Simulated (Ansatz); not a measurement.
Working through a breakdown of dispersion, smearing and cutoff terms of PbSe, space group Fm-3m

Computed with the Python package of Ansatz (0.2.0).

Notebook, run cell by cell (the value of a cell's last expression is shown):

**Cell 1**
```python
import warnings

import ansatz
from ase import Atoms
```

**Cell 2**
```python
config = {
    "smearing": "Fixed",
    "tolerance": 1e-06,
}

warnings.simplefilter("ignore", ansatz.DeckWarning)

atoms = Atoms(
    ["Pb", "Se"],
    scaled_positions=[
        (0.0, 0.0, 0.0),
        (0.5, 0.5, 0.5),
    ],
    cell=[
        (0.0, 3.06065, 3.06065),
        (3.06065, 0.0, 3.06065),
        (3.06065, 3.06065, 0.0),
    ],
    pbc=True,
)
system = ansatz.Crystal.from_ase(atoms)
```

**Cell 3**
```python
setup = (
    system.calculation()
    .kpoints(6, center="monkhorst-pack")
    .occupations(config["smearing"])
    .eigensolver("auto", mixed_precision=False)
    .scf(tolerance=config["tolerance"], algorithm="density_mixing")
)
with_term = setup.functional("pbesol", dispersion="d4").basis(420).cutoff_correction(670).run(threads=1, pin="off").report
without = setup.functional("pbesol").basis(420).run(threads=1, pin="off").report
finer = setup.functional("pbesol").basis(670).run(threads=1, pin="off").report
removed = ansatz.free_energy_without(with_term, ansatz.EnergyTerm.DISPERSION)
print(f"dispersion term            {with_term['components']['e_disp']:.5f} eV")
print(f"F less dispersion          {removed:.5f} eV, run without it {without['free_energy_ev']:.5f} eV")
print(f"F less smearing term       {ansatz.free_energy_without(without, ansatz.EnergyTerm.SMEARING):.5f} eV")
print(f"estimated gain to 670 eV   {with_term['cutoff_correction']['energy_ev']:.5f} eV, found {finer['free_energy_ev'] - without['free_energy_ev']:.5f} eV")
```
Output:
```text
dispersion term            -0.46193 eV
F less dispersion          -17180.21405 eV, run without it -17180.21405 eV
F less smearing term       -17180.21405 eV
estimated gain to 670 eV   -0.00134 eV, found -0.00133 eV
```

Caveats:
- These settings explore the input space; cutoff and mesh may be short of convergence.
- The mesh has less symmetry than the crystal, which the program warned of.
- Spin-orbit coupling, which matters for elements this heavy, is left out.
- The structure is a deposited one; some such entries were measured under pressure or heat, so a shift against it needn't be the functional's error alone.
- The script silences the warnings on its input, which a real study should read.
- Wall time of the script: 5.9 s on 1 thread of Arm Neoverse V1, with other jobs on the host, peak memory 0.45 GiB.

(Lines on the test bed's own set-up are left out of the output.)
